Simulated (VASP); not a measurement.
# MgH2 (P4_2/mnm) in VASP: further runs

Aim: see how the results for MgH2 move with the level of theory and the settings. Levels: PBEsol, LDA. Tasks: relaxation of cell and atoms.

Program: VASP 6.6.1. These are calculated values, not measurements. Logs are shortened: lines on timing, memory, paths and dates and some standing lists are left out, and cuts for length are marked.

### Step 1. The structure

Symmetry: P4_2/mnm, No. 136, tetragonal system. The conventional cell has a = 4.517 Å, b = 4.517 Å, c = 3.021 Å, α = 90.00°, β = 90.00°, γ = 90.00°. Around Mg (site symmetry mmm) lie 6 H at 1.95 Å. Around H (site symmetry m2m) lie 3 Mg at 1.95 Å.

### Step 2. Relaxation of cell and atoms, PBEsol

File INCAR:

```
SYSTEM = MgH2
PREC = Accurate
ENCUT = 600
EDIFF = 1E-6
ISMEAR = 0
SIGMA = 0.03
LREAL = .FALSE.
LASPH = .TRUE.
NELM = 80
ALGO = Normal
ISIF = 3
LWAVE = .FALSE.
LCHARG = .FALSE.
GGA = PS
IBRION = 2
NSW = 90
EDIFFG = -0.01
KPAR = 2
```

File KPOINTS:

```
Automatic mesh
0
G
  6 6 10
  0 0 0
```

File POSCAR:

```
MgH2
1.0
    4.5168000000      0.0000000000      0.0000000000
    0.0000000000      4.5168000000      0.0000000000
    0.0000000000      0.0000000000      3.0205000000
Mg H
2 4
Direct
    0.0000000000      0.0000000000      0.0000000000
    0.5000000000      0.5000000000      0.5000000000
    0.3060000000      0.3060000000      0.0000000000
    0.1940000000      0.8060000000      0.5000000000
    0.6940000000      0.6940000000      0.0000000000
    0.8060000000      0.1940000000      0.5000000000
```

Potentials or basis: VASP PAW PBE potentials, release 64 (Mg, H).

Command:

```console
cat potpaw_PBE.64/Mg/POTCAR potpaw_PBE.64/H/POTCAR > POTCAR
mpirun -np 2 vasp_std > vasp.out
```

OUTCAR:

```text
SYSTEM = MgH2
   PREC = Accurate
   ENCUT = 600
   EDIFF = 1E-6
   ISMEAR = 0
   LREAL = .FALSE.
   LASPH = .TRUE.
   NELM = 80
   ISIF = 3
   GGA = PS
   IBRION = 2
   NSW = 90
   EDIFFG = -0.01

 ion  position               nearest neighbor table
   1  0.000  0.000  0.000-   4 1.95   6 1.95   4 1.95   6 1.95   5 1.95   3 1.95   2 3.53   2 3.53
                             2 3.53   2 3.53   2 3.53   2 3.53   2 3.53   2 3.53
   2  0.500  0.500  0.500-   3 1.95   5 1.95   3 1.95   5 1.95   4 1.95   6 1.95   1 3.53   1 3.53
                             1 3.53   1 3.53   1 3.53   1 3.53   1 3.53   1 3.53
   3  0.306  0.306  0.000-   2 1.95   2 1.95   1 1.95
   4  0.194  0.806  0.500-   1 1.95   1 1.95   2 1.95
   5  0.694  0.694  0.000-   2 1.95   2 1.95   1 1.95
   6  0.806  0.194  0.500-   1 1.95   1 1.95   2 1.95

  LATTYP: Found a simple tetragonal cell.
 ALAT       =     4.5168000000
 C/A-ratio  =     0.6687256465

  Lattice vectors:

 A1 = (   4.5168000000,   0.0000000000,   0.0000000000)
 A2 = (   0.0000000000,   4.5168000000,   0.0000000000)
 A3 = (   0.0000000000,   0.0000000000,   3.0205000000)

Analysis of symmetry for initial positions (statically):
=====================================================================
 Subroutine PRICEL returns:
 Original cell was already a primitive cell.

 Routine SETGRP: Setting up the symmetry group for a
 simple tetragonal supercell.

 Subroutine GETGRP returns: Found 16 space group operations
 (whereof  8 operations were pure point group operations)
 out of a pool of 16 trial point group operations.

The static configuration has the point symmetry D_2h.
 The point group associated with its full space group is D_4h.

Analysis of symmetry for dynamics (positions and initial velocities):
=====================================================================
 Subroutine PRICEL returns:
 Original cell was already a primitive cell.

 Routine SETGRP: Setting up the symmetry group for a
 simple tetragonal supercell.

 Subroutine GETGRP returns: Found 16 space group operations
 (whereof  8 operations were pure point group operations)
 out of a pool of 16 trial point group operations.

The dynamic configuration has the point symmetry D_2h.
 The point group associated with its full space group is D_4h.

 Subroutine INISYM returns: Found 16 space group operations
 (whereof  8 operations are pure point group operations),
 and found     1 'primitive' translations

----------------------------------------------------------------------------------------

                                     Primitive cell

  volume of cell :      61.6227

  direct lattice vectors                    reciprocal lattice vectors
     4.516800000  0.000000000  0.000000000     0.221395678  0.000000000  0.000000000
     0.000000000  4.516800000  0.000000000     0.000000000  0.221395678  0.000000000
     0.000000000  0.000000000  3.020500000     0.000000000  0.000000000  0.331071015

  length of vectors
     4.516800000  4.516800000  3.020500000     0.221395678  0.221395678  0.331071015

  position of ions in fractional coordinates (direct lattice)
     0.000000000  0.000000000  0.000000000
     0.500000000  0.500000000  0.500000000
     0.306000000  0.306000000  0.000000000
     0.194000000  0.806000000  0.500000000
     0.694000000  0.694000000  0.000000000
     0.806000000  0.194000000  0.500000000

  ion indices of the primitive-cell ions
   primitive index   ion index
                 1           1
                 2           2
                 3           3
                 4           4
                 5           5
                 6           6

----------------------------------------------------------------------------------------

 KPOINTS: Automatic mesh

Automatic generation of k-mesh.
 Grid dimensions read from file:
 generate k-points for:    6    6   10

 Generating k-lattice:

  Cartesian coordinates                     Fractional coordinates (reciprocal lattice)
     0.036899280  0.000000000  0.000000000     0.166666667  0.000000000  0.000000000
[... 46 lines left out ...]
   IMIX   =      4    mixing-type and parameters
     AMIX     =   0.40;   BMIX     =  1.00
     AMIX_MAG =   1.60;   BMIX_MAG =  1.00
  volume/ion in A,a.u.               =      10.27        69.31
  Fermi-wavevector in a.u.,A,eV,Ry     =   0.828943  1.566475  9.349194  0.687146
  Thomas-Fermi vector in A             =   1.941405
   LORBIT       =      0    0 simple, 1 ext, 2 COOP (PROOUT), +10 PAW based schemes
   GGA     = PS    functional components
   LHFCALC =     F    Hartree Fock is set to
   AEXX    =    0.0000 exact exchange contribution
   IVDW    =     0    specifies the selected vdW correction
   LEPSILON=     F    determine dielectric tensor
   LRPA    =     F    only Hartree local field effects (RPA)
 conjugate gradient relaxation of ions
 non-spin polarized calculation
 Gauss-broadening in eV      SIGMA  =   0.03
  energy-cutoff  :      600.00
  volume of cell :       61.62
 maximum number of plane-waves:      2080
   NGX = 19   NGY = 19   NGZ = 13

--------------------------------------- Ionic step        1  -------------------------------------------

 number of electron       8.0000003 magnetization

 Free energy of the ion-electron system (eV)
  ---------------------------------------------------
  ext. energy  EPLUGINS =         0.00000000
  ---------------------------------------------------
  free energy    TOTEN  =       -17.73488727 eV

  energy without entropy =      -17.73488727  energy(sigma->0) =      -17.73488727

------------------------ aborting loop because EDIFF is reached ----------------------------------------

  FORCE on cell =-STRESS in cart. coord.  units (eV):
  Direction    XX          YY          ZZ          XY          YZ          ZX
  --------------------------------------------------------------------------------------
  -------------------------------------------------------------------------------------
  Total       -0.4619662     -0.4619662     -0.4220090     -0.0000000      0.0000000      0.0000000
  in kB      -12.0110300    -12.0110300    -10.9721488     -0.0000000      0.0000000      0.0000000
  external PRESSURE =     -11.6647363 kB  Pullay stress =       0.0000000 kB
[... 185 lines left out ...]
  energy  without entropy=      -17.7415368289  energy(sigma->0) =      -17.74153683

--------------------------------------- Ionic step        6  -------------------------------------------

 number of electron       8.0000002 magnetization

 Free energy of the ion-electron system (eV)
  ---------------------------------------------------
  ext. energy  EPLUGINS =         0.00000000
  ---------------------------------------------------
  free energy    TOTEN  =       -17.74165402 eV

  energy without entropy =      -17.74165402  energy(sigma->0) =      -17.74165402

 E-fermi :  -0.3087     XC(G=0):  -8.6539

 val. band max:       -0.4529904016   @ k =   0.1667   0.1667   0.1000
 cond. band min:       3.1259994816   @ k =   0.3333   0.3333   0.5000
 fundamental gap:      3.5789898833
 Fermi energy:        -0.3087177470

 k-point     1 :       0.0000    0.0000    0.0000
  band No.  band energies     occupation
      1      -7.1304      2.00000
      2      -1.9734      2.00000
      3      -1.9734      2.00000
      4      -0.9143      2.00000
      5       3.9489      0.00000
      6       4.5131      0.00000
      7       8.6330      0.00000
      8       8.6330      0.00000
[... 243 lines left out ...]
 k-point    24 :       0.5000    0.0000    0.2000
  band No.  band energies     occupation
      1      -4.9115      2.00000
      2      -4.9115      2.00000
      3      -0.8184      2.00000
      4      -0.8184      2.00000
      5       5.1070      0.00000
      6       5.1070      0.00000
      7       7.2321      0.00000
      8       7.2321      0.00000

 [... further k-points ...]

------------------------ aborting loop because EDIFF is reached ----------------------------------------

  FORCE on cell =-STRESS in cart. coord.  units (eV):
  Direction    XX          YY          ZZ          XY          YZ          ZX
  --------------------------------------------------------------------------------------
  -------------------------------------------------------------------------------------
  Total       -0.0030231     -0.0030231      0.0150205     -0.0000000      0.0000000      0.0000000
  in kB       -0.0805651     -0.0805651      0.4002918     -0.0000000      0.0000000      0.0000000
  external PRESSURE =       0.0797205 kB  Pullay stress =       0.0000000 kB
[... 21 lines left out ...]
  FREE ENERGIE OF THE ION-ELECTRON SYSTEM (eV)
  ---------------------------------------------------
  free  energy   TOTEN  =       -17.7416540216 eV

  energy  without entropy=      -17.7416540216  energy(sigma->0) =      -17.74165402

 reached required accuracy - stopping structural energy minimisation
```

Wall time 17 s (2 MPI ranks of Intel Xeon 6975P-C (Granite Rapids), shared host); peak memory 0.19 GiB.

Results:

```yaml
Free_energy: -17.7417 eV
Relaxed_volume: 10.02 Å³/atom
Relaxed_cell: a = 4.473 Å, b = 4.473 Å, c = 3.005 Å, α = 90.00°, β = 90.00°, γ = 90.00°
Space_group_after_relaxing_to_0.05_Å: P4_2/mnm (No. 136)
Energy_gained_by_relaxing: 1.1 meV/atom
Ionic_steps: 6
Pressure_after_relaxing: 0.0 GPa
Band_gap_on_the_k_mesh: 3.58 eV, indirect (least direct gap 4.41 eV)
```

Forces on the atoms (eV/Å):
```
Mg   0.000  0.000  0.000
Mg   0.000  0.000  0.000
H    0.002  0.002  0.000
H   -0.002  0.002  0.000
H   -0.002 -0.002  0.000
H    0.002 -0.002  0.000
```

Step by step:
| step | energy change (eV) | largest force (eV/Å) | pressure (GPa) | volume (Å³) |
| --- | --- | --- | --- | --- |
| 1 | 0.0000 | 0.0558 | -1.17 | 61.62 |
| 2 | -0.0043 | 0.0438 | -0.64 | 60.96 |
| 3 | -0.0063 | 0.0275 | 0.05 | 60.14 |
| 4 | -0.0063 | 0.0269 | 0.08 | 60.10 |
| 5 | -0.0066 | 0.0129 | 0.05 | 60.11 |
| 6 | -0.0068 | 0.0024 | 0.01 | 60.12 |

Final structure:
```cif
data_structure
_symmetry_space_group_name_H-M 'P 1'
_symmetry_Int_Tables_number 1
_cell_length_a 4.4732
_cell_length_b 4.4732
_cell_length_c 3.0045
_cell_angle_alpha 90.000
_cell_angle_beta 90.000
_cell_angle_gamma 90.000
_cell_volume 60.12
loop_
_atom_site_label
_atom_site_type_symbol
_atom_site_fract_x
_atom_site_fract_y
_atom_site_fract_z
_atom_site_occupancy
Mg1 Mg 0.00000 0.00000 0.00000 1
Mg2 Mg 0.50000 0.50000 0.50000 1
H1 H 0.30442 0.30442 0.00000 1
H2 H 0.19558 0.80442 0.50000 1
H3 H 0.69558 0.69558 0.00000 1
H4 H 0.80442 0.19558 0.50000 1
```

Caveat: the PAW data sets were made with another functional, which shifts forces and pressure a little. A k mesh can miss the band edges.

### Step 3. Relaxation of cell and atoms, PBEsol

This run uses another cell than the first one, of 10.02 Å³/atom, 0.976 times its volume.

INCAR, as its differences from that of step 2:

```diff
@@ -3,3 +3,3 @@
 ENCUT = 600
-EDIFF = 1E-6
+EDIFF = 1E-7
 ISMEAR = 0
@@ -16,3 +16,3 @@
 NSW = 90
-EDIFFG = -0.01
+EDIFFG = -0.005
 KPAR = 2
```

KPOINTS is that of step 2.

File POSCAR:

```
MgH2                                    
1.0
    4.4732210778      0.0000000000      0.0000000000
   -0.0000000000      4.4732210778      0.0000000000
    0.0000000000      0.0000000000      3.0045388692
  Mg              H             
     2     4
Direct
     0.0000000000000000    0.0000000000000000    0.0000000000000000
     0.5000000000000000    0.5000000000000000    0.5000000000000000
     0.3044202687659846    0.3044202687659846    0.0000000000000000
     0.1955797312340154    0.8044202687659846    0.5000000000000000
     0.6955797312340154    0.6955797312340154    0.0000000000000000
     0.8044202687659846    0.1955797312340154    0.5000000000000000
```

Potentials or basis: VASP PAW PBE potentials, release 64 (Mg, H).

Command:

```console
cat potpaw_PBE.64/Mg/POTCAR potpaw_PBE.64/H/POTCAR > POTCAR
mpirun -np 2 vasp_std > vasp.out
```

Wall time 5.7 s (2 MPI ranks of Intel Xeon 6975P-C (Granite Rapids), shared host); peak memory 0.19 GiB.

The run converged. Its results:

```
Free energy             : -17.7414 eV
Pressure after relaxing : 0.0 GPa
Band gap on the k mesh  : 3.58 eV, indirect (least direct gap 4.41 eV)
```

Forces in eV/Å, atoms in the order of the input:
```
Mg   0.000  0.000  0.000
Mg   0.000  0.000  0.000
H    0.002  0.002  0.000
H   -0.002  0.002  0.000
H   -0.002 -0.002  0.000
H    0.002 -0.002  0.000
```

Final structure:
```
CELL_PARAMETERS angstrom
4.47322 0.00000 0.00000
0.00000 4.47322 0.00000
0.00000 0.00000 3.00454
ATOMIC_POSITIONS crystal
Mg 0.00000 0.00000 0.00000
Mg 0.50000 0.50000 0.50000
H 0.30442 0.30442 0.00000
H 0.19558 0.80442 0.50000
H 0.69558 0.69558 0.00000
H 0.80442 0.19558 0.50000
```

Levels at points of the mesh, in eV from the valence-band top:
| k point | band 2 | band 3 | band 4 | band 5 | band 6 | band 7 |
| --- | --- | --- | --- | --- | --- | --- |
| (0.00, 0.00, 0.00) | -1.52 | -1.52 | -0.46 | 4.40 | 4.97 | 9.09 |
| (0.50, 0.00, 0.00) | -5.02 | -0.53 | -0.53 | 5.14 | 5.14 | 9.97 |
| (0.50, 0.50, 0.00) | -3.89 | -2.90 | -2.90 | 9.03 | 9.03 | 9.14 |
| (0.00, 0.00, 0.50) | -3.19 | -0.10 | -0.10 | 6.24 | 6.24 | 6.58 |
| (0.50, 0.00, 0.50) | -2.40 | -1.18 | -1.18 | 5.01 | 5.01 | 6.66 |
| (0.50, 0.50, 0.50) | -1.97 | -1.03 | -1.03 | 3.68 | 3.68 | 3.87 |

Caveat: the relaxation stopped at its first step, so nothing moved; the PAW data sets were made with another functional, which shifts forces and pressure a little. A k mesh can miss the band edges.

### Step 4. Relaxation of cell and atoms, LDA

File INCAR:

```
SYSTEM = MgH2
PREC = Accurate ; ENCUT = 600
EDIFF = 1E-6 ; ISMEAR = 0
SIGMA = 0.03 ; LREAL = .FALSE.
LASPH = .TRUE. ; NELM = 80
ALGO = Normal ; ISIF = 3
LWAVE = .FALSE. ; LCHARG = .FALSE.
IBRION = 2 ; NSW = 90
EDIFFG = -0.01 ; KPAR = 2
```

File KPOINTS:

```
regular mesh
0
G
  6 6 10
  0 0 0
```

File POSCAR:

```
MgH2
1.0
    4.5168000000      0.0000000000      0.0000000000
    0.0000000000      4.5168000000      0.0000000000
    0.0000000000      0.0000000000      3.0205000000
Mg H
2 4
Direct
    0.0000000000      0.0000000000      0.0000000000
    0.5000000000      0.5000000000      0.5000000000
    0.3060000000      0.3060000000      0.0000000000
    0.1940000000      0.8060000000      0.5000000000
    0.6940000000      0.6940000000      0.0000000000
    0.8060000000      0.1940000000      0.5000000000
```

Potentials or basis: VASP PAW LDA potentials, release 64 (Mg, H).

Command:

```console
cat potpaw_LDA.64/Mg/POTCAR potpaw_LDA.64/H/POTCAR > POTCAR
mpirun -np 2 vasp_std > vasp.out
```

Wall time 20 s (2 MPI ranks of Intel Xeon Platinum 8488C (Sapphire Rapids), shared host); peak memory 0.17 GiB.

Results (log left out):

```
Free energy                            : -18.8987 eV
Relaxed volume                         : 9.65 Å³/atom
Relaxed cell                           : a = 4.417 Å, b = 4.417 Å, c = 2.966 Å, α = 90.00°, β = 90.00°, γ = 90.00°
Space group after relaxing (to 0.05 Å) : P4_2/mnm (No. 136)
Energy gained by relaxing              : 6.5 meV/atom
Ionic steps                            : 6
Pressure after relaxing                : 0.0 GPa
Largest force after relaxing           : 0.008 eV/Å
Band gap on the k mesh                 : 3.52 eV, indirect (least direct gap 4.40 eV)
```

Forces on the atoms (eV/Å):
```
Mg   0.000  0.000  0.000
Mg   0.000  0.000  0.000
H    0.005  0.005  0.000
H   -0.005  0.005  0.000
H   -0.005 -0.005  0.000
H    0.005 -0.005  0.000
```

Stress tensor (GPa, compression positive):
```
-0.03  0.00  0.00
 0.00 -0.03  0.00
 0.00  0.00  0.09
```

The path:
```
step  energy change (eV)  largest force (eV/Å)  pressure (GPa)  volume (Å³)
   1              0.0000                0.0523           -3.13        61.62
   2             -0.0274                0.0508           -1.70        59.85
   3             -0.0376                0.0491           -0.12        58.14
   4             -0.0377                0.0489            0.02        58.00
   5             -0.0387                0.0244            0.01        57.95
   6             -0.0392                0.0078            0.01        57.88
```

Final structure:
```
Mg H
1.0
     4.41717    0.00000    0.00000
     0.00000    4.41717    0.00000
     0.00000    0.00000    2.96623
Mg H
2 4
Direct
  0.00000 0.00000 0.00000
  0.50000 0.50000 0.50000
  0.30409 0.30409 0.00000
  0.19591 0.80409 0.50000
  0.69591 0.69591 0.00000
  0.80409 0.19591 0.50000
```

Levels at points of the mesh, in eV from the valence-band top:
```csv
k point,band 1,band 2,band 3,band 4,band 5,band 6,band 7,band 8
"(0.00, 0.00, 0.00)",-6.92,-1.59,-1.59,-0.48,4.31,4.97,9.16,9.16
"(0.50, 0.00, 0.00)",-5.21,-5.21,-0.56,-0.56,5.10,5.10,10.09,10.09
"(0.50, 0.50, 0.00)",-4.04,-4.04,-3.04,-3.04,9.15,9.15,9.33,9.33
"(0.00, 0.00, 0.50)",-3.32,-3.32,-0.10,-0.10,6.28,6.28,6.57,6.57
"(0.50, 0.00, 0.50)",-2.49,-2.49,-1.26,-1.26,5.01,5.01,6.68,6.68
"(0.50, 0.50, 0.50)",-2.04,-2.04,-1.09,-1.09,3.62,3.62,3.79,3.79
```

A k mesh can miss the band edges. LDA usually gives volumes a few per cent too small.

### Step 5. Relaxation of cell and atoms, LDA

This run uses another cell than the first one, of 9.65 Å³/atom, 0.939 times its volume.

File INCAR:

```
SYSTEM = MgH2
PREC = Accurate ; ENCUT = 600
EDIFF = 1E-7 ; ISMEAR = 0
SIGMA = 0.03 ; LREAL = .FALSE.
LASPH = .TRUE. ; NELM = 80
ALGO = Normal ; ISIF = 3
LWAVE = .FALSE. ; LCHARG = .FALSE.
IBRION = 2 ; NSW = 90
EDIFFG = -0.005 ; KPAR = 2
```

KPOINTS is that of step 4.

File POSCAR:

```
MgH2                                    
1.0
    4.4171675259      0.0000000000      0.0000000000
    0.0000000000      4.4171675259      0.0000000000
    0.0000000000      0.0000000000      2.9662299049
  Mg              H             
     2     4
Direct
     0.0000000000000000    1.0000000000000000    0.0000000000000000
     0.5000000000000000    0.5000000000000000    0.5000000000000000
     0.3040940327094071    0.3040940327094071    0.0000000000000000
     0.1959059672905929    0.8040940327094070    0.5000000000000000
     0.6959059672905930    0.6959059672905930    0.0000000000000000
     0.8040940327094070    0.1959059672905929    0.5000000000000000
```

Command:

```console
cat potpaw_LDA.64/Mg/POTCAR potpaw_LDA.64/H/POTCAR > POTCAR
mpirun -np 2 vasp_std > vasp.out
```

Wall time 10 s (2 MPI ranks of Intel Xeon Platinum 8488C (Sapphire Rapids), shared host); peak memory 0.16 GiB.

The run converged. Its results:

```yaml
Free_energy: -18.8982 eV
Energy_gained_by_relaxing: 0.0 meV/atom
Ionic_steps: 3
Pressure_after_relaxing: 0.0 GPa
Band_gap_on_the_k_mesh: 3.51 eV, indirect (least direct gap 4.39 eV)
```

Final structure:
```
Mg H
1.0
     4.41513    0.00000    0.00000
     0.00000    4.41513    0.00000
     0.00000    0.00000    2.96886
Mg H
2 4
Cartesian
  0.0000 0.0000 0.0000
  2.2076 2.2076 1.4844
  1.3437 1.3437 0.0000
  0.8639 3.5512 1.4844
  3.0715 3.0715 0.0000
  3.5512 0.8639 1.4844
```

Levels at points of the mesh, in eV from the valence-band top:
| k point | band 1 | band 2 | band 3 | band 4 | band 5 | band 6 | band 7 | band 8 |
| --- | --- | --- | --- | --- | --- | --- | --- | --- |
| (0.00, 0.00, 0.00) | -6.92 | -1.58 | -1.58 | -0.49 | 4.31 | 4.99 | 9.17 | 9.17 |
| (0.50, 0.00, 0.00) | -5.21 | -5.21 | -0.56 | -0.56 | 5.11 | 5.11 | 10.10 | 10.10 |
| (0.50, 0.50, 0.00) | -4.04 | -4.04 | -3.04 | -3.04 | 9.16 | 9.16 | 9.33 | 9.33 |
| (0.00, 0.00, 0.50) | -3.33 | -3.33 | -0.10 | -0.10 | 6.27 | 6.27 | 6.57 | 6.57 |
| (0.50, 0.00, 0.50) | -2.50 | -2.50 | -1.26 | -1.26 | 5.00 | 5.00 | 6.68 | 6.68 |
| (0.50, 0.50, 0.50) | -2.04 | -2.04 | -1.09 | -1.09 | 3.62 | 3.62 | 3.78 | 3.78 |

A k mesh can miss the band edges.
